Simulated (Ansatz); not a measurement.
The system is TaN.

```xyz
2
Lattice="0.0000 2.2113 2.2113 2.2113 0.0000 2.2113 2.2113 2.2113 0.0000" Properties=species:S:1:pos:R:3 pbc="T T T"
Ta    2.2113    2.2113    2.2113
N     0.0000    0.0000    0.0000
```

The cell comes from a database or a generator and needn't be the stable form of this composition.

| Item | Value |
| --- | --- |
| Program | Ansatz 0.2.0 |
| Task | relaxation of cell and atoms |
| Functional | PBE |
| Dispersion | D3(BJ) |
| Potentials or basis | Ansatz PAW |
| Cutoff | 420 eV (not typed: the program's choice for these potentials) |
| k mesh | 10 × 10 × 10 |
| Occupations | fermi-dirac, width 0.05 eV |
| Spin | no spin polarisation |

At the start: volume 10.81 Å³/atom.

Q: How do energy, volume and symmetry change on relaxing?

A: It ends after 7 steps and the volume is 10.54 Å³/atom (-2.6 %); space group Fm-3m (No. 225, to 0.05 Å).

The path:
| step | energy change (eV) | largest force (eV/Å) | volume (Å³) |
| --- | --- | --- | --- |
| 1 | 0.0000 | 0.0000 | 21.63 |
| 2 | -0.0142 | 0.0000 | 20.83 |
| 3 | -0.0166 | 0.0000 | 21.09 |
| 4 | -0.0166 | 0.0000 | 21.08 |
| 5 | -0.0151 | 0.0000 | 21.08 |
| 6 | -0.0151 | 0.0000 | 21.07 |
| 7 | -0.0151 | 0.0000 | 21.07 |

Final structure:
```yaml
crystal:
  lattice:
    - [0.00000, 2.19225, 2.19225]
    - [2.19225, 0.00000, 2.19225]
    - [2.19225, 2.19225, 0.00000]
  atoms:
    - { symbol: Ta, position: [0.50000, 0.50000, 0.50000] }
    - { symbol: N, position: [0.00000, 0.00000, 0.00000] }
```

Caveat: the plane-wave basis is chosen anew once the cell has moved, so the energies of steps on either side of that aren't comparable; the pressure holds a Pulay correction of +0.5 GPa for the finite cutoff.
